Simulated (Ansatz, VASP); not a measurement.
# Pd in VASP and in Ansatz

File INCAR:

```
ALGO = Normal
EDIFF = 1E-6
ENCUT = 520
GGA = PS
ISIF = 2
ISMEAR = -1
IVDW = 12
LASPH = True
LCHARG = True
LELF = True
LREAL = False
LVHAR = True
LWAVE = False
NBANDS = 11
NELM = 100
PREC = Accurate
SIGMA = 0.05
```

KPOINTS

```
k-points
0
Gamma
  12 12 12
```

File POSCAR:

```
Pd
1.0
    0.0000000000      1.9201927211      1.9201927211
    1.9201927211      0.0000000000      1.9201927211
    1.9201927211      1.9201927211      0.0000000000
Pd
1
Direct
    0.0000000000      0.0000000000      0.0000000000
```

File input.yaml:

```yaml
crystal:
  lattice:
    - [0.0, 1.9201927211, 1.9201927211]
    - [1.9201927211, 0.0, 1.9201927211]
    - [1.9201927211, 1.9201927211, 0.0]
  atoms:
    - { symbol: Pd, position: [0.0, 0.0, 0.0] }
hamiltonian:
  xc: pbesol
  pseudopotentials: { kind: paw }
  dispersion: d3bj
kpoints:
  mp_grid: { grid: [12, 12, 12] }
scf:
  occupations: { method: fermi_dirac, width: 0.05 }
output:
  forces: true
  stress: true
  eigenvalues: true
  write_density: true
  write_potential: true
  elf: true
  volumetric_format: npy
```

Alike in both runs: task single point; functional PBEsol; dispersion D3(BJ); k mesh 12 × 12 × 12; occupations fermi-dirac, width 0.05 eV; no spin polarisation.

```csv
,VASP,Ansatz
version,VASP 6.6.1,Ansatz 0.2.0
potentials or method,"VASP PAW PBE potentials, release 64 (Pd)",Ansatz PAW
plane-wave cutoff (eV),520,420
valence electrons in the cell,10,18
```

```csv
,VASP,Ansatz,Ansatz less VASP
gap on the k mesh at the Fermi level (eV),none,none,-
pressure (GPa),-2.1,-1.7,+0.39
dispersion energy (meV/atom),-648.0,-648.2,-0.19
```

A gap of «none» marks a metal or a gap that the smearing closes. The two sets of potentials don't hold the same shells in valence.

Caveats: pairwise dispersion overbinds metals, which lowers pressure and volume; the PAW data sets were made with another functional, which shifts forces and pressure a little (VASP); the PAW data sets come from PBE, with cores solved anew for the run's functional, which leaves a small shift of forces and pressure (Ansatz).
